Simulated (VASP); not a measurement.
# Sb (R-3m) in VASP: phonons with PBE+D3(BJ)

Aim: the phonons of Sb with PBE+D3(BJ).

Everything below comes from runs of VASP 6.6.1. Logs are shortened: lines on timing, memory, paths and dates and some standing lists are left out, and cuts for length are marked.

## (1) The crystal as given

The structure is trigonal, space group R-3m (No. 166). The conventional cell has a = 4.308 Å, b = 4.308 Å, c = 11.274 Å, α = 90.00°, β = 90.00°, γ = 120.00°. Sb (site symmetry 3m) is surrounded by 3 Sb at 2.91 Å.

## (2) Phonons, PBE+D3(BJ)

POSCAR

```
Sb
1.0
    2.1542000000      1.2437279500      3.7580000000
   -2.1542000000      1.2437279500      3.7580000000
    0.0000000000     -2.4874559000      3.7580000000
Sb
2
Direct
    0.2334900000      0.2334900000      0.2334900000
    0.7665100000      0.7665100000      0.7665100000
```

INCAR.step1

```
PREC = Accurate
ENCUT = 600
EDIFF = 1E-8
ISMEAR = 0
SIGMA = 0.02
LREAL = F
LASPH = T
NELM = 80
ALGO = Normal
ISIF = 3
LWAVE = F
LCHARG = F
GGA = PE
IVDW = 12
IBRION = 2
NSW = 40
EDIFFG = -0.002
```

INCAR.step2

```
PREC = Accurate
ENCUT = 600
EDIFF = 1E-8
ISMEAR = 0
SIGMA = 0.02
LREAL = F
LASPH = T
NELM = 80
ALGO = Normal
ISIF = 2
LWAVE = F
LCHARG = F
GGA = PE
IVDW = 12
IBRION = 6
NFREE = 2
POTIM = 0.015
NSW = 1
```

KPOINTS

```
regular mesh
0
Gamma
  9 9 9
```

Potentials or basis: VASP PAW PBE potentials, release 64 (Sb).

On the command line:

```sh
> cat potpaw_PBE.64/Sb/POTCAR > POTCAR
> cp INCAR.step1 INCAR
> mpirun -np 1 vasp_std > vasp.out
> cp CONTCAR POSCAR
> cp INCAR.step2 INCAR
> mpirun -np 1 vasp_std > vasp.out
```

OUTCAR:

```text
PREC = Accurate
   ENCUT = 600
   EDIFF = 1E-8
   ISMEAR = 0
   LREAL = F
   LASPH = T
   NELM = 80
   ISIF = 2
   GGA = PE
   IVDW = 12
   IBRION = 6
   NFREE = 2
   POTIM = 0.015
   NSW = 1
 IVDW          = 12

 ion  position               nearest neighbor table
   1  0.236  0.236  0.236-   2 2.93   2 2.93   2 2.93   2 3.29   2 3.29   2 3.29
   2  0.764  0.764  0.764-   1 2.93   1 2.93   1 2.93   1 3.29   1 3.29   1 3.29

  LATTYP: Found a trigonal (rhomboedric) cell.
 ALAT       =     4.4512312656
 COS(alpha) =     0.5276145474

  Lattice vectors:

 A1 = (   2.1632834031,   1.2489722552,   3.6842547420)
 A2 = (  -2.1632834031,   1.2489722552,   3.6842547420)
 A3 = (   0.0000000000,  -2.4979445104,   3.6842547420)

Analysis of symmetry for initial positions (statically):
=====================================================================
 Subroutine PRICEL returns:
 Original cell was already a primitive cell.

 Routine SETGRP: Setting up the symmetry group for a
 trigonal (rhombohedral) supercell.

 Subroutine GETGRP returns: Found 12 space group operations
 (whereof 12 operations were pure point group operations)
 out of a pool of 12 trial point group operations.

The static configuration has the point symmetry D_3d.

Analysis of symmetry for dynamics (positions and initial velocities):
=====================================================================
 Subroutine PRICEL returns:
 Original cell was already a primitive cell.

 Routine SETGRP: Setting up the symmetry group for a
 trigonal (rhombohedral) supercell.

 Subroutine GETGRP returns: Found 12 space group operations
 (whereof 12 operations were pure point group operations)
 out of a pool of 12 trial point group operations.

The dynamic configuration has the point symmetry D_3d.

 Subroutine INISYM returns: Found 12 space group operations
 (whereof 12 operations are pure point group operations),
 and found     1 'primitive' translations

----------------------------------------------------------------------------------------

                                     Primitive cell

  volume of cell :      59.7265

  direct lattice vectors                    reciprocal lattice vectors
     2.163283403  1.248972255  3.684254742     0.231130142  0.133443050  0.090475105
    -2.163283403  1.248972255  3.684254742    -0.231130142  0.133443050  0.090475105
     0.000000000 -2.497944510  3.684254742     0.000000000 -0.266886099  0.090475105

  length of vectors
     4.451231266  4.451231266  4.451231266     0.281804781  0.281804781  0.281804781

  position of ions in fractional coordinates (direct lattice)
     0.236128737  0.236128737  0.236128737
     0.763871263  0.763871263  0.763871263

  ion indices of the primitive-cell ions
   primitive index   ion index
                 1           1
                 2           2

----------------------------------------------------------------------------------------

 KPOINTS: regular mesh

Automatic generation of k-mesh.
 Grid dimensions read from file:
 generate k-points for:    9    9    9

 Generating k-lattice:

  Cartesian coordinates                     Fractional coordinates (reciprocal lattice)
     0.025681127  0.014827006  0.010052789     0.111111111  0.000000000  0.000000000
    -0.025681127  0.014827006  0.010052789     0.000000000  0.111111111  0.000000000
     0.000000000 -0.029654011  0.010052789     0.000000000  0.000000000  0.111111111

  Length of vectors
     0.031311642  0.031311642  0.031311642

  Shift w.r.t. Gamma in fractional coordinates (k-lattice)
     0.000000000  0.000000000  0.000000000

 Subroutine IBZKPT returns following result:
 ===========================================

 Found     85 irreducible k-points:

 Following reciprocal coordinates:
            Coordinates               Weight
  0.000000  0.000000  0.000000      1.000000
  0.111111  0.000000  0.000000      6.000000
  0.222222 -0.000000  0.000000      6.000000
  0.333333  0.000000 -0.000000      6.000000
  0.444444 -0.000000  0.000000      6.000000
  0.111111  0.111111  0.000000      6.000000
[... 16 lines left out ...]
 -0.333333  0.333333  0.000000      6.000000
  0.444444  0.444444  0.000000      6.000000
 [... further k-points ...]
   k-points           NKPTS =     85   k-points in BZ     NKDIM =     85   number of bands    NBANDS=      9
   number of dos      NEDOS =    301   number of ions     NIONS =      2
   total plane-waves  NPLWV =  46656
   dimension x,y,z NGX =    36 NGY =   36 NGZ =   36
   dimension x,y,z NGXF=    72 NGYF=   72 NGZF=   72
   ions per type =               2
   NGX,Y,Z   is equivalent  to a cutoff of  13.45, 13.45, 13.45 a.u.
   NGXF,Y,Z  is equivalent  to a cutoff of  26.89, 26.89, 26.89 a.u.
 SYSTEM =  unknown system
   PREC   = accura    normal or accurate (medium, high low for compatibility)
   ISTART =      0    job   : 0-new  1-cont  2-samecut
   ICHARG =      2    charge: 1-file 2-atom 10-const
   ISPIN  =      1    spin polarized calculation?
   LNONCOLLINEAR =      F non collinear calculations
   LSORBIT =      F    spin-orbit coupling
   LASPH  =      T    aspherical Exc in radial PAW
   ENCUT  =  600.0 eV  44.10 Ry    6.64 a.u.   8.89  8.89  8.89*2*pi/ulx,y,z
   NELM   =     80;   NELMIN=  2; NELMDL=  0     # of ELM steps
   EDIFF  = 0.1E-07   stopping-criterion for ELM
   LREAL  =      F    real-space projection
   EDIFFG = 0.1E-06   stopping-criterion for IOM
   NSW    =     61    number of steps for IOM
   IBRION =      6    ionic relax: 0-MD 1-quasi-New 2-CG
   NFREE  =      2    steps in history (QN), initial steepest desc. (CG)
   ISIF   =      2    stress and relaxation
   ISYM   =      2    0-nonsym 1-usesym 2-fastsym
   POTIM  = 0.0150    time-step for ionic-motion
   TEBEG  =    0.0;   TEEND  =   0.0 temperature during run
   PSTRESS=    0.0 pullay stress
   NELECT =      10.0000    total number of electrons
   NUPDOWN=      -1.0000    fix difference up-down
   EMIN   =  10.00;   EMAX   =-10.00  energy-range for DOS
   EFERMI =   0.00;   METHOD = LEGACY
   ISMEAR =     0;   SIGMA  =   0.02  broadening in eV -4-tet -1-fermi 0-gaus
   EFERMI_NEDOS =   21; number of points for ismear=-14 and -15
   IALGO  =     38    algorithm
   IMIX   =      4    mixing-type and parameters
     AMIX     =   0.40;   BMIX     =  1.00
     AMIX_MAG =   1.60;   BMIX_MAG =  1.00
  volume/ion in A,a.u.               =      29.86       201.53
  Fermi-wavevector in a.u.,A,eV,Ry     =   0.902303  1.705106 11.077196  0.814151
  Thomas-Fermi vector in A             =   2.025490
   LORBIT       =      0    0 simple, 1 ext, 2 COOP (PROOUT), +10 PAW based schemes
   GGA     = PE    functional components
   LHFCALC =     F    Hartree Fock is set to
   AEXX    =    0.0000 exact exchange contribution
   IVDW    =    12    specifies the selected vdW correction
   LEPSILON=     F    determine dielectric tensor
   LRPA    =     F    only Hartree local field effects (RPA)
 finite differences with symmetry
 non-spin polarized calculation
 Gauss-broadening in eV      SIGMA  =   0.02
  energy-cutoff  :      600.00
  volume of cell :       59.73
 maximum number of plane-waves:      2012
   NGX = 17   NGY = 17   NGZ = 17

--------------------------------------- Ionic step        1  -------------------------------------------

 number of electron      10.0000000 magnetization

 Free energy of the ion-electron system (eV)
  ---------------------------------------------------
  ext. energy  EPLUGINS =         0.00000000
  ---------------------------------------------------
  free energy    TOTEN  =        -8.25163123 eV

  energy without entropy =       -8.25159565  energy(sigma->0) =       -8.25161344

------------------------ aborting loop because EDIFF is reached ----------------------------------------

 Edisp (eV)   -0.95639

 E8    (eV) :    -0.4462
[... 151 lines left out ...]
--------------------------------------- Ionic step        5  -------------------------------------------

 number of electron      10.0000000 magnetization

 Free energy of the ion-electron system (eV)
  ---------------------------------------------------
  ext. energy  EPLUGINS =         0.00000000
  ---------------------------------------------------
  free energy    TOTEN  =        -8.25108886 eV

  energy without entropy =       -8.25107460  energy(sigma->0) =       -8.25108173

 E-fermi :   7.3729     XC(G=0):  -9.5879

 val. band max:        7.3405741455   @ k =   0.3333   0.1111   0.1111
 cond. band min:       7.4050213282   @ k =   0.4444  -0.0000   0.0000
 fundamental gap:      0.0644471826
 Fermi energy:         7.3729134628

 k-point     1 :       0.0000    0.0000    0.0000
  band No.  band energies     occupation
      1      -5.3461      2.00000
      2       2.6913      2.00000
      3       5.4410      2.00000
      4       5.5527      2.00000
      5       5.5527      2.00000
      6       9.6717      0.00000
      7      10.1952      0.00000
      8      10.1952      0.00000
      9      12.3499      0.00000
[... 265 lines left out ...]
 k-point    24 :       0.4444    0.4444    0.0000
  band No.  band energies     occupation
      1      -3.0902      2.00000
      2      -0.4185      2.00000
      3       2.0378      2.00000
      4       3.6960      2.00000
      5       3.6993      2.00000
      6       9.0222      0.00000
      7      12.3568      0.00000
      8      12.7866      0.00000
      9      14.0307      0.00000

 [... further k-points ...]

------------------------ aborting loop because EDIFF is reached ----------------------------------------

 Edisp (eV)   -0.95642

 E8    (eV) :    -0.4462
[... 25 lines left out ...]
  FREE ENERGIE OF THE ION-ELECTRON SYSTEM (eV)
  ---------------------------------------------------
  free  energy   TOTEN  =        -9.2075078063 eV

  energy  without entropy=       -9.2074935483  energy(sigma->0) =       -9.20750068

 INTERNAL STRAIN TENSORS FROM DISPLACED ATOMS
 ============================================

 INTERNAL STRAIN TENSOR FOR ION    1 for displacements in x,y,z  (eV/Angst):
          X           Y           Z          XY          YZ          ZX
  --------------------------------------------------------------------------------
  x    -0.00000     0.00000     0.00000     1.68293    -0.00000    -3.78300
  y     1.68293    -1.68293     0.00000     0.00000    -3.78300     0.00000
  z    -3.89286    -3.89286    -5.81232     0.00000    -0.00000     0.00000

 INTERNAL STRAIN TENSOR FOR ION    2 for displacements in x,y,z  (eV/Angst):
          X           Y           Z          XY          YZ          ZX
  --------------------------------------------------------------------------------
  x     0.00000     0.00000    -0.00000    -1.68293     0.00000     3.78300
  y    -1.68293     1.68293    -0.00000     0.00000     3.78300     0.00000
  z     3.89286     3.89286     5.81232     0.00000     0.00000     0.00000

 Eigenvectors and eigenvalues of the dynamical matrix
 ----------------------------------------------------

   1 f  =    4.329051 THz    27.200231 2PiTHz  144.401608 cm-1    17.903510 meV
             X         Y         Z           dx          dy          dz
      0.000000  0.000000  2.609875     0.000000    0.000000    0.707107
      0.000000  0.000000  8.442889    -0.000000   -0.000000   -0.707107
[... 21 lines left out ...]
   6 f/i=    0.000000 THz     0.000000 2PiTHz    0.000002 cm-1     0.000000 meV
             X         Y         Z           dx          dy          dz
      0.000000  0.000000  2.609875     0.051787   -0.396692   -0.583056
      0.000000  0.000000  8.442889     0.051787   -0.396692   -0.583056

 ELASTIC MODULI CONTR FROM IONIC RELAXATION (kBar)
 Direction    XX          YY          ZZ          XY          YZ          ZX
 --------------------------------------------------------------------------------
 XX        -126.7280    -47.4475   -130.0284     -0.0000     89.1058      0.0000
 YY         -47.4475   -126.7280   -130.0284      0.0000    -89.1058     -0.0000
 ZZ        -130.0284   -130.0284   -194.1419     -0.0000      0.0000      0.0000
 XY          -0.0000      0.0000     -0.0000    -39.6403      0.0000     89.1058
 YZ          89.1058    -89.1058      0.0000      0.0000   -200.2973     -0.0000
 ZX           0.0000     -0.0000      0.0000     89.1058     -0.0000   -200.2971
 --------------------------------------------------------------------------------
```

Wall time 11 min (1 thread of AMD EPYC 7R13 (Zen 3), shared host); peak memory 0.47 GiB.

Results:

```yaml
Relaxed_volume: 29.86 Å³/atom
Relaxed_cell: a = 4.451 Å, b = 4.451 Å, c = 4.451 Å, α = 58.16°, β = 58.16°, γ = 58.16°
Space_group_after_relaxing_to_0.05_Å: R-3m (No. 166)
Highest_phonon_frequency_at_Γ: 144 cm⁻¹
Dispersion_energy_per_atom: -0.478 eV
```

Step by step:
```
step  energy change (eV)  largest force (eV/Å)  pressure (GPa)  volume (Å³)
   1              0.0000                0.2142            0.25        60.41
   2             -0.0034                0.0769           -0.46        60.82
   3             -0.0035                0.0489           -0.61        60.91
   4             -0.0062                0.0217           -0.32        60.34
   5             -0.0073                0.0047            0.01        59.75
   6             -0.0073                0.0071            0.04        59.69
   7             -0.0074                0.0093            0.00        59.72
   8             -0.0074                0.0108           -0.04        59.74
   9             -0.0074                0.0004            0.03        59.68
  10             -0.0074                0.0030            0.01        59.70
  11             -0.0074                0.0037            0.01        59.70
  12             -0.0074                0.0024            0.00        59.71
  13             -0.0074                0.0010            0.00        59.73
```

Final structure:
```xyz
2
Lattice="2.1633 1.2490 3.6843 -2.1633 1.2490 3.6843 0.0000 -2.4979 3.6843" Properties=species:S:1:pos:R:3 pbc="T T T"
Sb    0.0000    0.0000    2.6099
Sb    0.0000    0.0000    8.4429
```

Phonon frequencies in cm⁻¹ (negative: imaginary):
```tsv
q point	frequencies
(0.000, 0.000, 0.000)	0 0 0 93 93 144
```

Spin-orbit coupling is left out, which matters for the levels of Sb.
